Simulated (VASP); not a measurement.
# EuO (ae) (Fm-3m) in VASP: further runs

The runs below take EuO (ae) through single point, relaxation of cell and atoms, with PBE.

Everything below comes from runs of VASP 6.6.1. Logs are shortened: lines on timing, memory, paths and dates and some standing lists are left out, and cuts for length are marked.

**Experimental background.**

From a printed reference work, monograph, for a bulk crystal of EuO at 300 K: band gap 1.115 eV (optical).

How close the calculation comes is told below.

## Step 1: The cell of the first run

Symmetry: Fm-3m, No. 225, cubic system. Conventional cell: a = 5.064 Å, b = 5.064 Å, c = 5.064 Å, α = 90.00°, β = 90.00°, γ = 90.00°. Eu (site symmetry m-3m) has 6 O at 2.53 Å within 3.3 Å. O (site symmetry m-3m) has 6 Eu at 2.53 Å within 3.3 Å.

## Step 2: Single point, PBE, collinear spin, ferromagnetic start

The input, INCAR:

```
SYSTEM = EuO
PREC = Accurate ; ENCUT = 600
EDIFF = 1E-6 ; ISMEAR = 0
SIGMA = 0.1 ; LREAL = .False.
LASPH = .True. ; NELM = 200
ALGO = Normal ; ISIF = 2
LWAVE = .False. ; LCHARG = .True.
ISPIN = 2 ; MAGMOM = 7.24 0
LORBIT = 11 ; LMAXMIX = 6
GGA = PE ; LELF = .True.
LVHAR = .True. ; NBANDS = 22
GGA_COMPAT = .False.
```

The input, KPOINTS:

```
regular mesh
0
Gamma
  14 14 14
  0 0 0
```

The input, POSCAR:

```
EuO
1.0
    0.0000000000      2.5320197653      2.5320197653
    2.5320197653      0.0000000000      2.5320197653
    2.5320197653      2.5320197653      0.0000000000
Eu O
1 1
Direct
    0.0000000000      0.0000000000      0.0000000000
    0.5000000000      0.5000000000      0.5000000000
```

Potentials or basis: VASP PAW PBE potentials, release 64 (Eu, O).

Command:

```console
> cat potpaw_PBE.64/Eu/POTCAR potpaw_PBE.64/O/POTCAR > POTCAR
> mpirun -np 1 vasp_std > vasp.out
```

OUTCAR:

```text
SYSTEM = EuO
   PREC = Accurate
   ENCUT = 600
   EDIFF = 1E-6
   ISMEAR = 0
   LREAL = .False.
   LASPH = .True.
   NELM = 200
   ISIF = 2
   ISPIN = 2
   LORBIT = 11
   GGA = PE

 ion  position               nearest neighbor table
   1  0.000  0.000  0.000-   2 2.53   2 2.53   2 2.53   2 2.53   2 2.53   2 2.53
   2  0.500  0.500  0.500-   1 2.53   1 2.53   1 2.53   1 2.53   1 2.53   1 2.53

  LATTYP: Found a face centered cubic cell.
 ALAT       =     5.0640395306

  Lattice vectors:

 A1 = (   0.0000000000,   2.5320197653,   2.5320197653)
 A2 = (   2.5320197653,   0.0000000000,   2.5320197653)
 A3 = (   2.5320197653,   2.5320197653,   0.0000000000)

Analysis of symmetry for initial positions (statically):
=====================================================================
 Subroutine PRICEL returns:
 Original cell was already a primitive cell.

 Routine SETGRP: Setting up the symmetry group for a
 face centered cubic supercell.

 Subroutine GETGRP returns: Found 48 space group operations
 (whereof 48 operations were pure point group operations)
 out of a pool of 48 trial point group operations.

The static configuration has the point symmetry O_h .

Analysis of symmetry for dynamics (positions and initial velocities):
=====================================================================
 Subroutine PRICEL returns:
 Original cell was already a primitive cell.

 Routine SETGRP: Setting up the symmetry group for a
 face centered cubic supercell.

 Subroutine GETGRP returns: Found 48 space group operations
 (whereof 48 operations were pure point group operations)
 out of a pool of 48 trial point group operations.

The dynamic configuration has the point symmetry O_h .

Analysis of structural, dynamic, and magnetic symmetry:
=====================================================================
 Subroutine PRICEL returns:
 Original cell was already a primitive cell.

 Routine SETGRP: Setting up the symmetry group for a
 face centered cubic supercell.

 Subroutine GETGRP returns: Found 48 space group operations
 (whereof 48 operations were pure point group operations)
 out of a pool of 48 trial point group operations.

The overall configuration has the point symmetry O_h .

 Subroutine INISYM returns: Found 48 space group operations
 (whereof 48 operations are pure point group operations),
 and found     1 'primitive' translations

----------------------------------------------------------------------------------------

                                     Primitive cell

  volume of cell :      32.4662

  direct lattice vectors                    reciprocal lattice vectors
     0.000000000  2.532019765  2.532019765    -0.197470812  0.197470812  0.197470812
     2.532019765  0.000000000  2.532019765     0.197470812 -0.197470812  0.197470812
     2.532019765  2.532019765  0.000000000     0.197470812  0.197470812 -0.197470812

  length of vectors
     3.580816692  3.580816692  3.580816692     0.342029480  0.342029480  0.342029480

  position of ions in fractional coordinates (direct lattice)
     0.000000000  0.000000000  0.000000000
     0.500000000  0.500000000  0.500000000

  ion indices of the primitive-cell ions
   primitive index   ion index
                 1           1
                 2           2

----------------------------------------------------------------------------------------

 KPOINTS: regular mesh

Automatic generation of k-mesh.
 Grid dimensions read from file:
 generate k-points for:   14   14   14

 Generating k-lattice:

  Cartesian coordinates                     Fractional coordinates (reciprocal lattice)
    -0.014105058  0.014105058  0.014105058     0.071428571  0.000000000  0.000000000
     0.014105058 -0.014105058  0.014105058     0.000000000  0.071428571  0.000000000
     0.014105058  0.014105058 -0.014105058     0.000000000  0.000000000  0.071428571

  Length of vectors
     0.024430677  0.024430677  0.024430677

  Shift w.r.t. Gamma in fractional coordinates (k-lattice)
     0.000000000  0.000000000  0.000000000

 Subroutine IBZKPT returns following result:
 ===========================================

 Found    104 irreducible k-points:

 Following reciprocal coordinates:
            Coordinates               Weight
  0.000000  0.000000  0.000000      1.000000
  0.071429  0.000000  0.000000      8.000000
  0.142857  0.000000  0.000000      8.000000
  0.214286  0.000000  0.000000      8.000000
  0.285714  0.000000  0.000000      8.000000
  0.357143  0.000000  0.000000      8.000000
[... 16 lines left out ...]
  0.214286  0.142857  0.000000     24.000000
  0.285714  0.142857  0.000000     24.000000
 [... further k-points ...]
   k-points           NKPTS =    104   k-points in BZ     NKDIM =    104   number of bands    NBANDS=     22
   number of dos      NEDOS =    301   number of ions     NIONS =      2
   total plane-waves  NPLWV =  27000
   dimension x,y,z NGX =    30 NGY =   30 NGZ =   30
   dimension x,y,z NGXF=    60 NGYF=   60 NGZF=   60
   ions per type =               1   1
   NGX,Y,Z   is equivalent  to a cutoff of  13.93, 13.93, 13.93 a.u.
   NGXF,Y,Z  is equivalent  to a cutoff of  27.86, 27.86, 27.86 a.u.
 SYSTEM =  EuO
   PREC   = accura    normal or accurate (medium, high low for compatibility)
   ISTART =      0    job   : 0-new  1-cont  2-samecut
   ICHARG =      2    charge: 1-file 2-atom 10-const
   ISPIN  =      2    spin polarized calculation?
   LNONCOLLINEAR =      F non collinear calculations
   LSORBIT =      F    spin-orbit coupling
   LASPH  =      T    aspherical Exc in radial PAW
   ENCUT  =  600.0 eV  44.10 Ry    6.64 a.u.   7.15  7.15  7.15*2*pi/ulx,y,z
   NELM   =    200;   NELMIN=  2; NELMDL= -5     # of ELM steps
   EDIFF  = 0.1E-05   stopping-criterion for ELM
   LREAL  =      F    real-space projection
   EDIFFG = 0.1E-04   stopping-criterion for IOM
   NSW    =      0    number of steps for IOM
   IBRION =     -1    ionic relax: 0-MD 1-quasi-New 2-CG
   NFREE  =      0    steps in history (QN), initial steepest desc. (CG)
   ISIF   =      2    stress and relaxation
   ISYM   =      2    0-nonsym 1-usesym 2-fastsym
   POTIM  = 0.5000    time-step for ionic-motion
   TEBEG  =    0.0;   TEEND  =   0.0 temperature during run
   PSTRESS=    0.0 pullay stress
   NELECT =      23.0000    total number of electrons
[... 17 lines left out ...]
   LEPSILON=     F    determine dielectric tensor
   LRPA    =     F    only Hartree local field effects (RPA)
 spin polarized calculation
 Gauss-broadening in eV      SIGMA  =   0.10
  energy-cutoff  :      600.00
  volume of cell :       32.47
 maximum number of plane-waves:      1106
 NGX is ok and might be reduce to    30
   NGX = 15   NGY = 15   NGZ = 15

 number of electron      23.0000000 magnetization       6.9422426

 Free energy of the ion-electron system (eV)
  ---------------------------------------------------
  ext. energy  EPLUGINS =         0.00000000
  ---------------------------------------------------
  free energy    TOTEN  =       -22.04538352 eV

  energy without entropy =      -22.03882297  energy(sigma->0) =      -22.04210325

 E-fermi :   5.0082     XC(G=0): -11.1227

 val. band max:        4.9948555237   @ k =  -0.0714   0.0714   0.0000
 cond. band min:       5.0128211138   @ k =   0.4286   0.3571   0.0000
 fundamental gap:      0.0179655901
 Fermi energy:         5.0082246591

 spin component 1

 k-point     1 :       0.0000    0.0000    0.0000
  band No.  band energies     occupation
      1     -36.5129      1.00000
      2     -14.8518      1.00000
      3     -14.8518      1.00000
      4     -14.8518      1.00000
      5     -13.9110      1.00000
      6       0.9943      1.00000
[... 14 lines left out ...]
     21       8.9489      0.00000
     22      14.2278      0.00000

 k-point     2 :       0.0714    0.0000    0.0000
  band No.  band energies     occupation
      1     -36.5073      1.00000
      2     -15.0789      1.00000
      3     -14.8568      1.00000
      4     -14.8568      1.00000
      5     -13.6981      1.00000
      6       0.8172      1.00000
[... 14 lines left out ...]
     21       9.1247      0.00000
     22      14.5463      0.00000

 k-point     3 :       0.1429    0.0000    0.0000
  band No.  band energies     occupation
      1     -36.4917      1.00000
      2     -15.4990      1.00000
      3     -14.8707      1.00000
      4     -14.8707      1.00000
      5     -13.3179      1.00000
      6       0.3941      1.00000
[... 14 lines left out ...]
     21       9.6048      0.00000
     22      15.4204      0.00000
[... 476 lines left out ...]
 k-point    23 :       0.2143    0.1429    0.0000
  band No.  band energies     occupation
      1     -36.4679      1.00000
      2     -15.7574      1.00000
      3     -14.9632      1.00000
      4     -14.9520      1.00000
      5     -13.0745      1.00000
      6      -0.2001      1.00000
[... 14 lines left out ...]
     21      10.7778      0.00000
     22      16.6886      0.00000

 k-point    24 :       0.2857    0.1429    0.0000
  band No.  band energies     occupation
      1     -36.4459      1.00000
      2     -16.0527      1.00000
      3     -14.9936      1.00000
      4     -14.9742      1.00000
      5     -12.8730      1.00000
      6      -0.4141      1.00000
[... 14 lines left out ...]
     21      11.3642      0.00000
     22      17.7323      0.00000

 [... further k-points ...]

 spin component 2

 k-point     1 :       0.0000    0.0000    0.0000
  band No.  band energies     occupation
      1     -33.4785      1.00000
      2     -13.9807      1.00000
      3     -12.5618      1.00000
      4     -12.5618      1.00000
      5     -12.5618      1.00000
      6       1.0835      1.00000
[... 14 lines left out ...]
     21      10.0741      0.00000
     22      16.1873      0.00000

 k-point     2 :       0.0714    0.0000    0.0000
  band No.  band energies     occupation
      1     -33.4714      1.00000
      2     -14.1314      1.00000
      3     -12.5670      1.00000
      4     -12.5670      1.00000
      5     -12.4336      1.00000
      6       0.9339      1.00000
[... 14 lines left out ...]
     21      10.2893      0.00000
     22      16.4590      0.00000

 k-point     3 :       0.1429    0.0000    0.0000
  band No.  band energies     occupation
      1     -33.4513      1.00000
      2     -14.4662      1.00000
      3     -12.5814      1.00000
      4     -12.5814      1.00000
      5     -12.1623      1.00000
      6       0.5641      1.00000
[... 14 lines left out ...]
     21      10.7854      0.00000
     22      17.2317      0.00000
[... 476 lines left out ...]
 k-point    23 :       0.2143    0.1429    0.0000
  band No.  band energies     occupation
      1     -33.4208      1.00000
      2     -14.6943      1.00000
      3     -12.6971      1.00000
      4     -12.6847      1.00000
      5     -11.9609      1.00000
      6      -0.0517      1.00000
[... 14 lines left out ...]
     21      11.8152      0.00000
     22      18.4041      0.00000

 k-point    24 :       0.2857    0.1429    0.0000
  band No.  band energies     occupation
      1     -33.3926      1.00000
      2     -14.9489      1.00000
      3     -12.7317      1.00000
      4     -12.7072      1.00000
      5     -11.8410      1.00000
      6      -0.2314      1.00000
[... 14 lines left out ...]
     21      12.4296      0.00000
     22      19.4016      0.00000

 [... further k-points ...]

------------------------ aborting loop because EDIFF is reached ----------------------------------------

  FORCE on cell =-STRESS in cart. coord.  units (eV):
  Direction    XX          YY          ZZ          XY          YZ          ZX
  --------------------------------------------------------------------------------------
  -------------------------------------------------------------------------------------
  Total       -0.0736362     -0.0736362     -0.0736362     -0.0000000     -0.0000000      0.0000000
  in kB       -3.6338830     -3.6338830     -3.6338830     -0.0000000     -0.0000000      0.0000000
  external PRESSURE =      -3.6338830 kB  Pullay stress =       0.0000000 kB

 VOLUME and BASIS-vectors are now :
 -----------------------------------------------------------------------------
  energy-cutoff  :      600.00
  volume of cell :       32.47
      direct lattice vectors                 reciprocal lattice vectors
     0.000000000  2.532019765  2.532019765    -0.197470812  0.197470812  0.197470812
     2.532019765  0.000000000  2.532019765     0.197470812 -0.197470812  0.197470812
     2.532019765  2.532019765  0.000000000     0.197470812  0.197470812 -0.197470812

 POSITION                                       TOTAL-FORCE (eV/Angst)
 -----------------------------------------------------------------------------------
      0.00000      0.00000      0.00000        -0.000000      0.000000     -0.000000
      2.53202      2.53202      2.53202         0.000000     -0.000000      0.000000
 -----------------------------------------------------------------------------------
    total drift:                                0.000000      0.000000      0.000000

  FREE ENERGIE OF THE ION-ELECTRON SYSTEM (eV)
  ---------------------------------------------------
  free  energy   TOTEN  =       -22.0453835210 eV

  energy  without entropy=      -22.0388229726  energy(sigma->0) =      -22.04210325

 total charge

# of ion       s       p       d       f       tot
--------------------------------------------------
    1        2.033   5.768   0.427   6.599  14.827
    2        1.552   3.410   0.000   0.000   4.962
--------------------------------------------------
tot          3.585   9.178   0.427   6.599  19.789

 magnetization (x)

# of ion       s       p       d       f       tot
--------------------------------------------------
    1       -0.012  -0.105   0.148   6.541   6.572
    2       -0.004  -0.092   0.000   0.000  -0.096
--------------------------------------------------
tot         -0.017  -0.196   0.148   6.541   6.476
```

Wall time 2 min (1 thread of Intel Xeon 6975P-C (Granite Rapids), shared host); peak memory 0.31 GiB.

Results:

```yaml
Free_energy: -22.0454 eV
Pressure: -0.4 GPa
Net_moment: 6.94 μB per cell
Site_moments: Eu +6.57; O -0.10 μB
Valence_electrons_inside_the_program's_atomic_spheres: Eu 14.83; O 4.96
```

Levels at points of the mesh, in eV from the Fermi level:
Spin up:
| k point | band 11 | band 12 | band 13 | band 14 | band 15 | band 16 | band 17 | band 18 | band 19 | band 20 |
| --- | --- | --- | --- | --- | --- | --- | --- | --- | --- | --- |
| (0.00, 0.00, 0.00) | -0.27 | -0.27 | -0.21 | 0.07 | 0.07 | 0.07 | 1.60 | 1.60 | 1.60 | 3.94 |
| (0.50, 0.00, 0.00) | -0.53 | -0.31 | -0.31 | -0.29 | -0.26 | 2.31 | 4.49 | 4.49 | 5.01 | 7.95 |
| (0.50, 0.50, 0.00) | -0.43 | -0.40 | -0.40 | -0.32 | -0.05 | -0.05 | 3.63 | 5.91 | 6.84 | 6.84 |
Spin down:
```
           k point  band 4  band 5  band 6  band 7  band 8  band 9  band 10  band 11  band 12  band 13
(0.00, 0.00, 0.00)  -17.57  -17.57   -3.92   -3.92   -3.92    0.89     2.71     2.71     2.71     3.61
(0.50, 0.00, 0.00)  -17.67  -16.32   -5.98   -5.07   -5.07    3.13     3.65     4.09     4.09     4.50
(0.50, 0.50, 0.00)  -18.05  -18.05   -3.86   -3.83   -3.83   -0.38     4.13     4.22     4.35     4.35
```

Caveat: spin-orbit coupling is left out, which moves the levels of the heavy elements; a cell with one magnetic atom can't hold antiferromagnetic order, which such compounds often take; without U or exact exchange the open f shell lies at the Fermi level, which spoils levels, moments and volumes.

## Step 3: Relaxation of cell and atoms, PBE, collinear spin, ferromagnetic start

This run uses another cell than the first one, of 16.40 Å³/atom, 1.010 times its volume.

The input, INCAR:

```
SYSTEM = EuO
  PREC = Accurate
  ENCUT = 600
  EDIFF = 1E-7
  ISMEAR = 0
  SIGMA = 0.1
  LREAL = .FALSE.
  LASPH = .TRUE.
  NELM = 200
  ALGO = Normal
  ISIF = 3
  LWAVE = .FALSE.
  LCHARG = .FALSE.
  ISPIN = 2
  MAGMOM = 7.24 0
  LORBIT = 11
  LMAXMIX = 6
  GGA = PE
  IBRION = 2
  NSW = 50
  EDIFFG = -0.003
  GGA_COMPAT = .FALSE.
  NELMIN = 4
```

The input, KPOINTS:

```
Automatic mesh
0
G
  14 14 14
  0 0 0
```

The input, POSCAR:

```
EuO
1.0
    0.0000000000      2.5407312417      2.5407312417
    2.5407312417      0.0000000000      2.5407312417
    2.5407312417      2.5407312417      0.0000000000
Eu O
1 1
Direct
    0.0000000000      0.0000000000      0.0000000000
    0.5000000000      0.5000000000      0.5000000000
```

Potentials or basis: VASP PAW PBE potentials, release 64 (Eu, O).

Command:

```console
> cat potpaw_PBE.64/Eu/POTCAR potpaw_PBE.64/O/POTCAR > POTCAR
> mpirun -np 1 vasp_std > vasp.out
```

Wall time 5.3 min (1 thread of Intel Xeon 6975P-C (Granite Rapids), shared host); peak memory 0.31 GiB.

The run converged. Its results:

```
Free energy                                           : -22.0462 eV
Relaxed volume                                        : 16.15 Å³/atom
Relaxed cell                                          : a = 3.575 Å, b = 3.575 Å, c = 3.575 Å, α = 60.00°, β = 60.00°, γ = 60.00°
Space group after relaxing (to 0.05 Å)                : Fm-3m (No. 225)
Energy gained by relaxing                             : 1.2 meV/atom
Ionic steps                                           : 3
Pressure after relaxing                               : 0.0 GPa
Net moment                                            : 6.94 μB per cell
Site moments                                          : Eu +6.57; O -0.10 μB
Valence electrons inside the program's atomic spheres : Eu 14.83; O 4.96
```

Step by step:
| step | energy change (eV) | largest force (eV/Å) | pressure (GPa) | volume (Å³) |
| --- | --- | --- | --- | --- |
| 1 | 0.0000 | 0.0000 | -1.43 | 32.80 |
| 2 | -0.0020 | 0.0000 | 0.59 | 32.11 |
| 3 | -0.0023 | 0.0000 | 0.00 | 32.30 |

Final structure:
```
CELL_PARAMETERS angstrom
0.00000 2.52760 2.52760
2.52760 0.00000 2.52760
2.52760 2.52760 0.00000
ATOMIC_POSITIONS crystal
Eu 0.00000 0.00000 0.00000
O 0.50000 0.50000 0.50000
```

Levels at points of the mesh, in eV from the Fermi level:
Spin up:
```tsv
k point	band 11	band 12	band 13	band 14	band 15	band 16	band 17	band 18	band 19
(0.00, 0.00, 0.00)	-0.27	-0.27	-0.18	0.07	0.07	0.07	1.60	1.60	1.60
(0.50, 0.00, 0.00)	-0.54	-0.31	-0.31	-0.29	-0.26	2.32	4.51	4.51	5.04
(0.50, 0.50, 0.00)	-0.43	-0.40	-0.40	-0.32	-0.05	-0.05	3.66	5.93	6.89
```
Spin down:
| k point | band 4 | band 5 | band 6 | band 7 | band 8 | band 9 | band 10 | band 11 | band 12 | band 13 |
| --- | --- | --- | --- | --- | --- | --- | --- | --- | --- | --- |
| (0.00, 0.00, 0.00) | -17.56 | -17.56 | -3.94 | -3.94 | -3.94 | 0.92 | 2.71 | 2.71 | 2.71 | 3.60 |
| (0.50, 0.00, 0.00) | -17.67 | -16.30 | -6.01 | -5.09 | -5.09 | 3.14 | 3.65 | 4.08 | 4.08 | 4.49 |
| (0.50, 0.50, 0.00) | -18.05 | -18.05 | -3.86 | -3.84 | -3.84 | -0.40 | 4.13 | 4.21 | 4.34 | 4.34 |

Caveat: spin-orbit coupling is left out, which moves the levels of the heavy elements; a cell with one magnetic atom can't hold antiferromagnetic order, which such compounds often take; without U or exact exchange the open f shell lies at the Fermi level, which spoils levels, moments and volumes. The state reached can hang on the start; a lower one may exist.

## Step 4: Comparison with measurements

Step 2. Against the measured gap of EuO, 1.115 eV (optical; 300 K; a printed reference work, monograph), the calculated 0.00 eV is off by -1.11 eV. So large a miss can be the level of theory's own, or it may mean another phase, state or a wrong row. Spin-orbit coupling on Eu is left out. The value is that of PBE on a finite k mesh, which can miss the band edges, without temperature or zero-point motion. Semilocal functionals fall short of measured gaps as a rule. The run's magnetic order (collinear spin, ferromagnetic start) needn't be the measured crystal's.
